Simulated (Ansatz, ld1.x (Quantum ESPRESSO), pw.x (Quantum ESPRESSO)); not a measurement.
## pw.x on bcc Zr: one setting changed

Potential: PAW, ld1.x (Quantum ESPRESSO) 7.5, PBE; core [Ar] 3d10, reference 4s2 4p6 4d2 5s0 5p0; waves: 4s (bound): rcut 1.70, rcutus 1.85 bohr; 5s (bound, empty): rcut 1.70, rcutus 1.85 bohr; 4p (bound): rcut 2.45, rcutus 2.65 bohr; 5p (bound, empty): rcut 2.45, rcutus 2.65 bohr; 4d (bound): rcut 2.50, rcutus 3.00 bohr; 4d channel at -0.6 Ry: rcut 2.50, rcutus 3.00 bohr; local part: all-electron potential smoothed inside 2.45 bohr (lloc = -1); core correction: Bessel-smoothed model core inside 1.20 bohr; augmentation: PSQ, inside the norm-conserving radii.

The reference run (k-mesh 13³, cutoffs 40/320 Ry, Fermi–Dirac 0.01 Ry, mixing_beta 0.4, conv_thr 1e-9, no spin) gives -0.93 GPa at 23.074 Å³/atom, where all-electron LAPW gives -0.34 GPa. This run, with its own iteration cap, changes k-mesh points per axis to 6.

```
&control
  calculation='scf', prefix='x', pseudo_dir='./', outdir='./tmp', tstress=.true., disk_io='none'
/
&system
  ibrav=0, nat=1, ntyp=1, ecutwfc=40, ecutrho=320, nbnd=14,
  occupations='smearing', smearing='fd', degauss=0.01
/
&electrons
  conv_thr=1e-09, mixing_beta=0.4, electron_maxstep=60
/
ATOMIC_SPECIES
Zr 1.0 Zr.UPF
CELL_PARAMETERS angstrom
  -1.79344322 1.79344322 1.79344322
  1.79344322 -1.79344322 1.79344322
  1.79344322 1.79344322 -1.79344322
ATOMIC_POSITIONS crystal
Zr 0.0000 0.0000 0.0000
K_POINTS automatic
6 6 6 0 0 0
```

```bash
pw.x < Zr.scf.in > Zr.scf.out
```

Task: How does the run end?

Result: It converges in 13 iterations; the free energy moves by +9.1 meV/atom and the pressure by -0.47 GPa.

```
Message from routine setup:
     using ibrav=0 with symmetry is DISCOURAGED, use correct ibrav instead
     lattice parameter (alat)  =       5.8701  a.u.
     unit-cell volume          =     155.7111 (a.u.)^3
     number of electrons       =        12.00
     number of Kohn-Sham states=           14
     kinetic-energy cutoff     =      40.0000  Ry
     charge density cutoff     =     320.0000  Ry
     scf convergence threshold =      1.0E-09
     Exchange-correlation= SLA  PW   PBX  PBC
     number of k points=    16  Fermi-Dirac smearing, width (Ry)=  0.0100
     iteration #  1     ecut=    40.00 Ry     beta= 0.40
     total energy              =    -307.06140622 Ry
     estimated scf accuracy    <       4.33096901 Ry
     iteration #  2     ecut=    40.00 Ry     beta= 0.40
     total energy              =    -306.99724434 Ry
     estimated scf accuracy    <       0.55311238 Ry
     iteration #  3     ecut=    40.00 Ry     beta= 0.40
     total energy              =    -307.19938829 Ry
     estimated scf accuracy    <       0.04718527 Ry
     iteration #  4     ecut=    40.00 Ry     beta= 0.40
     total energy              =    -307.21076501 Ry
     estimated scf accuracy    <       0.00985555 Ry
     iteration #  5     ecut=    40.00 Ry     beta= 0.40
     total energy              =    -307.21289899 Ry
     estimated scf accuracy    <       0.01362554 Ry
     iteration #  6     ecut=    40.00 Ry     beta= 0.40
     total energy              =    -307.21530521 Ry
     estimated scf accuracy    <       0.00020954 Ry
     iteration #  7     ecut=    40.00 Ry     beta= 0.40
     total energy              =    -307.21538232 Ry
     estimated scf accuracy    <       0.00004248 Ry
     iteration #  8     ecut=    40.00 Ry     beta= 0.40
     total energy              =    -307.21541089 Ry
     estimated scf accuracy    <       0.00002226 Ry
     iteration #  9     ecut=    40.00 Ry     beta= 0.40
     total energy              =    -307.21541340 Ry
     estimated scf accuracy    <       0.00000765 Ry
     iteration # 10     ecut=    40.00 Ry     beta= 0.40
     total energy              =    -307.21541612 Ry
     estimated scf accuracy    <       0.00000040 Ry
     iteration # 11     ecut=    40.00 Ry     beta= 0.40
     total energy              =    -307.21541630 Ry
     estimated scf accuracy    <          3.1E-09 Ry
     iteration # 12     ecut=    40.00 Ry     beta= 0.40
     total energy              =    -307.21541622 Ry
     estimated scf accuracy    <       0.00000021 Ry
     iteration # 13     ecut=    40.00 Ry     beta= 0.40
     the Fermi energy is    13.8584 ev
!    total energy              =    -307.21541625 Ry
     estimated scf accuracy    <          8.1E-10 Ry
     smearing contrib. (-TS)   =      -0.00815775 Ry
     The total energy is F=E-TS. E is the sum of the following terms:
     one-electron contribution =     -15.40644001 Ry
     hartree contribution      =      14.45567583 Ry
     xc contribution           =     -18.36055844 Ry
     ewald contribution        =     -77.31360309 Ry
     one-center paw contrib.   =    -210.58233279 Ry
     convergence has been achieved in  13 iterations
          total   stress  (Ry/bohr**3)                   (kbar)     P=      -14.07
     Message from routine punch:
     Nothing written, as per user request (disk_io='none')
```

The run took about 8.8 s on one core of a shared host (Neoverse-V1, 64 threads, 503 GiB, load 12).
